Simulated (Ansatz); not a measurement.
Run record: phonons of CaSe (Fm-3m)

Method: PBEsol, PAW on Ansatz 0.2.0's default frozen-core files (fitted under PBE), scalar-relativistic.

The cell comes from a PAW relaxation under the same functional.

Command:

```sh
ansatz run input.yaml --threads 1 --pin off --max-ram 3072MiB --backend cpu --events-out ev --progress --plain --runs-dir out
```

input.yaml:

```yaml
crystal:
  lattice:
    - [0.0, 2.93445044715, 2.93445044715]
    - [2.93445044715, 0.0, 2.93445044715]
    - [2.93445044715, 2.93445044715, 0.0]
  atoms:
    - { symbol: Ca, position: [0.0, 0.0, 0.0] }
    - { symbol: Se, position: [0.5, 0.5, 0.5] }
kpoints:
  mp_grid: { grid: [6, 6, 6] }
scf:
  occupations: { method: fixed }
hamiltonian:
  xc: pbesol
  pseudopotentials: { kind: paw }
phonons:
  qmesh: [2, 2, 2]
  qpath:
    path:
      - [0.0, 0.0, 0.0]
      - [0.5, 0.0, 0.5]
      - [0.625, 0.25, 0.625]
      - [0.375, 0.375, 0.75]
      - [0.0, 0.0, 0.0]
      - [0.5, 0.5, 0.5]
      - [0.5, 0.25, 0.75]
      - [0.5, 0.0, 0.5]
    npoints: 6
  temperatures: { t_min: 0, t_max: 1000, t_step: 100 }
```

The program printed:

```
Warning: RAYON_NUM_THREADS=1 ignored (pool sized by the plan → 1); use --threads N
Engine: ansatz 0.2.0, aarch64-unknown-linux-gnu
Pseudopotentials: kind: paw
Pseudopotential: Ca, paw, valence charge 10, recommended cutoff 420 eV (normal), Ca.paw.azcp
Pseudopotential: Se, paw, valence charge 16, recommended cutoff 420 eV (normal), Se.paw.azcp
Functional definition: PBEsol
  exchange = pbesol_x
  correlation = pbesol_c
Crystal: 4 atoms, lattice volume = 101.074 Å³
Basis set: ecut = 420 eV, 1947 PW (Γ), FFT grids on a1, a2, −a1+a2+a3, exchange–correlation on 60×60×80 points (8 copies of the dense FFT grid, shifted against one another)
Bands: 32, of which v1, the nominal top of the filled ones, is band 26 counted from 1 (25 counted from 0)
Symmetry: 32 space group operations
k-points: 20 of 108
Non-local potential: Ca, projectors of the file, l = 0: 3, l = 1: 2, l = 2: 2
Non-local potential: Se, projectors of the file, l = 0: 2, l = 1: 2, l = 2: 3, l = 3: 1
PAW form: soft (Blöchl's): semilocal exchange-correlation on the pseudo side does not see the compensation charge
PAW frozen core: Ca, regenerated for the run's functional, and the local potential with it (the file was generated under x = pbe(κ = 0.804, μ = 0.2195149727645171), c = pbe(β = 0.06672455060314922))
PAW frozen core: Se, regenerated for the run's functional, and the local potential with it (the file was generated under x = pbe(κ = 0.804, μ = 0.2195149727645171), c = pbe(β = 0.06672455060314922))
PAW one-centre angular grid: Ca, 110 points (default); XC on 64 Gauss nodes
PAW one-centre angular grid: Se, 590 points (default); XC on 64 Gauss nodes
Initial density: handed on by an earlier stage of this run
Initial wavefunctions: those handed on with the density
Functional: x = pbesol(κ = 0.804, μ = 0.12345679012345678), c = pbesol(β = 0.046)
SCF iter   1: F=—  HF=-14444.077820 eV  |F-HF|=—  |Δ(HF+E_count)|=         —  Δρ=3.88e-8  dr2=3.53e-12  ethr=1.20e-12  ⟨swp⟩=3.0  Hψ=1874  notcnv=0
preconditioner: auto → Resta (q_TF=auto, 2.442 Å⁻¹)  ε∞=3.9  [insulator: Δε(μ)=1.879 eV  Ē_g=8.678 eV  n_scr=28 (ndim 8)  ℏωp=14.8 eV  f_vac=0.000  ε∞_Penn≈3.9]
SCF iter   2: F=-14444.077820 eV  HF=-14444.077820 eV  |F-HF|=0.00e0  |Δ(HF+E_count)|=  7.28e-12  Δρ=1.34e-8  dr2=2.85e-13  ethr=1.00e-12  ⟨swp⟩=3.1  Hψ=1760  notcnv=0
SCF 1 converged in 2 iterations: F = -14444.077820 eV  dr2 = 2.85e-13
  greatest PAW one-centre occupation: 1.000 electrons in one spin orbital (limit 2), on the Se atom at site 3 (counted from 0), in its partial waves of l = 2
Crystal: 2 atoms, lattice volume = 50.537 Å³
Basis set: ecut = 420 eV, 965 PW (Γ), exchange–correlation on 60×60×60 points (8 copies of the dense FFT grid, shifted against one another)
Bands: 17, of which v1, the nominal top of the filled ones, is band 13 counted from 1 (12 counted from 0)
Symmetry: 48 space group operations
k-points: 30 of 216 (irreducible under 8 space group operations, time reversal used)
Initial density: read from a saved state, or passed on in memory by an earlier SCF of this step, an earlier step, the calling program or the single point that the run made first
Initial wavefunctions: pseudopotential atomic-orbital guess
[... 71 lines left out ...]
Internal energy: -14444.077820 eV  (E = F + TS)
E sigma→0 (E₀):  -14444.077820 eV
Fermi energy:    7.245899 eV
--- Per-component energies (eV) ---
  E_band       = -1012.894753
  E_kinetic    = 797.353668
  E_local      = -6351.839154  (includes V_loc(G=0)·N_el)
  E_nonlocal   = -1058.340842
  E_hartree    = 2916.284398
  E_xc         = -481.517133
  E_vxc        = -541.093799  (∫ρ·V_xc dr)
  E_paw        = -5407.971206  (= ΣΔE_a)
  E_vpaw       = 308.457816  (= ΣTr[D̂ρ^β])
  E_aug_tail   = -0.001226  (compensation charges beyond the density's cutoff)
  E_ewald      = -4860.300813
  E_core_change = 2.254490  (= ΣΔE_core)
  E_smearing   = -0.000000  (= −TS)
  E_closure    = -0.000000  (closes the sum)
  Σ components = -14444.077820   (vs F -14444.077820, Δ=0.00e0)
--- Forces (eV/Å), atoms counted from 1 ---
  atom   1  Ca     0.00000000     0.00000000    -0.00000000
  atom   2  Se     0.00000000     0.00000000     0.00000000
  atom   3  Ca    -0.00000000    -0.00000000    -0.00000000
  atom   4  Se     0.00000000     0.00000000    -0.00000000
  max |Σ_I F_I| component: 9.86e-31 eV/Å
--- Phonons: 4 displaced members + 2 references (amplitude of the first 0.0025 Å, Σ member SCF iterations 28) ---
  ASR residual: 1.316e-3 → 0.000e0 eV/Å²; symmetrization residual: 3.553e-4 eV/Å²
  largest component of a force at the reference: 6.1e-30 eV/Å
  ASR residual per site (eV/Å²): 8.15e-4 1.32e-3
  Γ frequencies (cm⁻¹): 0.00 0.00 0.00 181.42 181.42 181.42
  Unit cell's response to a homogeneous field: 3 representative field directions (Σ response iterations 15)
  ε∞ (high-frequency dielectric tensor):
        5.839228    -0.000000     0.000000
       -0.000000     5.839228    -0.000000
        0.000000    -0.000000     5.839228
  ε⁰ (static dielectric tensor): not given — the deck does not say what the cell's rigid motions are, and on a molecule in a box or a wire the rigid rotations would enter the sum over the modes at Γ. For a crystal or a slab, ...
  Born effective charges Z* (e; rows j = field, columns β = displacement):
    site 0:
         2.35274    0.00000    0.00000
        -0.00000    2.35274   -0.00000
        -0.00000   -0.00000    2.35274
    site 1:
        -2.35274   -0.00000   -0.00000
         0.00000   -2.35274    0.00000
         0.00000    0.00000   -2.35274
  Z* charge neutrality: 1.069e-3 e pre-enforcement
  solved inside a basis spanned on the 6×6×6 k-mesh, on 6×6×6 k-points, its susceptibility summed on 10×10×10: ε∞ is read to err by 1.6e-2, Z* by 1.7e-2 e; Z* is corrected for what the basis lacks
  optical modes at Γ without the LO–TO term, one row a degenerate level:
      ω (cm⁻¹)  modes    IR ((D/Å)²/amu)
        181.42      3            14.4106
  optical modes at Γ + LO–TO along q̂ = [1.0000, 0.0000, 0.0000]:
      ω (cm⁻¹)  modes    IR ((D/Å)²/amu)
        181.42      2             9.6071
        260.06      1             4.8035
  optical modes at Γ + LO–TO along q̂ = [0.0000, 1.0000, 0.0000]:
      ω (cm⁻¹)  modes    IR ((D/Å)²/amu)
        181.42      2             9.6071
        260.06      1             4.8035
  optical modes at Γ + LO–TO along q̂ = [0.0000, 0.0000, 1.0000]:
      ω (cm⁻¹)  modes    IR ((D/Å)²/amu)
        181.42      2             9.6071
        260.06      1             4.8035
--- Phonons (by wavevector): 3 wavevectors in 2 supercells ---
  supercell 1 (2 cells, vectors [1, 0, 0], [0, 1, -1], [0, 0, 2] in multiples of the cell's): 2 displaced members by 0.0025 Å; free energy -14444.077820 eV; taken off its force constants: by the sum rule 1.3e-3, by the ...
  symmetry images taken by strict's conditions (phonons.symmetry_images: auto; settled by no image being taken that strict refuses)
  supercell 2 (2 cells, vectors [1, 0, 0], [0, 1, 0], [0, 0, 2] in multiples of the cell's): 2 displaced members by 0.0025 Å; free energy -14444.077820 eV; taken off its force constants: by the sum rule 9.6e-4, by the ...
  symmetry images taken by strict's conditions (phonons.symmetry_images: auto; settled by no image being taken that strict refuses)
  q = [0.0000, 0.0000, 0.0000] (star 1, supercell 1; hermiticity 3.51e-51, symmetrization 5.15e-6): -0.00 0.00 0.00 181.42 181.42 181.42
  q = [0.0000, 0.0000, -0.5000] (star 4, supercell 2; hermiticity 8.99e-17, symmetrization 4.05e-16): 120.77 120.77 155.02 155.02 156.71 254.72
  q = [0.0000, -0.5000, -0.5000] (star 3, supercell 1; hermiticity 1.58e-16, symmetrization 5.82e-16): 81.48 81.48 120.73 187.32 187.32 198.07
  joined force constants: q→R imaginary residual 3.39e-17
  density of states and harmonic sums: on the 18×18×18 q-mesh, interpolated from the force constants of a 2×2×2 supercell (with the dipole–dipole term)
  largest difference from the sums on the solved wave vectors: F 7.07e-2 eV, S 1.03e-4 and C_V 3.22e-5 eV/K
```

Self-consistency was reached.

**Zone-centre phonons**

Harmonic phonons of a crystal by Kohn-Sham DFT at the given cell, standard atomic masses, acoustic sum rule imposed; negative wavenumbers are unstable modes; optical zone-centre levels upwards with Mulliken labels, activity, and the element with most of the kinetic energy.

| Property | Result |
| --- | --- |
| Point group | m-3m |

```csv
number,phonon wavenumber (cm⁻¹),label,infrared,raman,lead element
1,181.4,T1u,yes,no,Ca
```

### Phonons on the q mesh

One row a degenerate set, branches counted upwards.

| Property | Result |
| --- | --- |
| Unstable phonons | no |

| point | q a (r.l.u.) | q b (r.l.u.) | q c (r.l.u.) | branch | phonon wavenumber (cm⁻¹) | degeneracy |
| --- | --- | --- | --- | --- | --- | --- |
| Gamma | 0 | 0 | 0 | 4 | 181.4 | 3 |
| L | 0.5 | 0 | 0 | 1 | 120.8 | 2 |
| L | 0.5 | 0 | 0 | 3 | 155 | 2 |
| L | 0.5 | 0 | 0 | 5 | 156.7 | 1 |
| L | 0.5 | 0 | 0 | 6 | 254.7 | 1 |
| X | 0.5 | 0.5 | 0 | 1 | 81.5 | 2 |
| X | 0.5 | 0.5 | 0 | 3 | 120.7 | 1 |
| X | 0.5 | 0.5 | 0 | 4 | 187.3 | 2 |
| X | 0.5 | 0.5 | 0 | 6 | 198.1 | 1 |

**Harmonic thermodynamics**

Sums over wave vectors interpolated from the q mesh.

| Item | Value |
| --- | --- |
| Zero point energy | 28.04 meV/atom |

```csv
temperature (K),phonon heat capacity (k_B/atom),phonon entropy (k_B/atom),phonon free energy (meV/atom)
100,2.044,1.419,23.75
200,2.7,3.098,3.77
300,2.86,4.229,-28.08
400,2.92,5.061,-68.27
500,2.948,5.716,-114.8
600,2.964,6.255,-166.5
700,2.973,6.713,-222.4
800,2.979,7.11,-282
900,2.984,7.462,-344.8
1000,2.987,7.776,-410.5
```

Caveats: frozen-core PAW files fitted under PBE, their cores solved anew for the functional of the run; no LO-TO term at the zone centre; coarse q mesh.

Time and hardware: 72 s on 1 thread of Arm Neoverse V2, with other jobs on the host, peak memory 0.45 GiB.
